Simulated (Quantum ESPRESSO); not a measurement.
**Ge: zone-centre phonons under several settings**

```
Ge
1.0
     1.46115   -2.26421    0.00000
     1.46115    2.26421    0.00000
     0.00000    0.00000    5.18457
Ge
2
Cartesian
  1.4611 0.0802 1.2961
  1.4611 -0.0802 3.8884
```

This isn't the form of Ge at room conditions, which is diamond.

All runs used Quantum ESPRESSO 7.5; k mesh 10 × 10 × 6; relaxed cell; no spin polarisation; cutoff 612 eV.

```tsv
level	potentials	occupations	volume (Å³/atom)	lowest optical mode without the field (cm⁻¹)	highest optical mode without the field (cm⁻¹)
LDA	GBRV 1.5 LDA	cold, width 0.2 eV	?	?	?
PBEsol	GBRV 1.5 PBEsol	cold, width 0.272 eV	18.28	26i	102
```

Q: What stands in the row left open?

A: Volume 17.93 Å³/atom; lowest optical mode without the field 34 cm⁻¹; highest optical mode without the field 242 cm⁻¹.

Values marked i are imaginary: the cell is unstable against those modes at that level, or the meshes are too thin.

Caveats: the mesh is thin for the phonons of a metal; the cell relaxed to another space group than the one typed; some modes are imaginary (some runs).

For the row left open. Caveat: the mesh is thin for the phonons of a metal; the cell relaxed to another space group than the one typed.
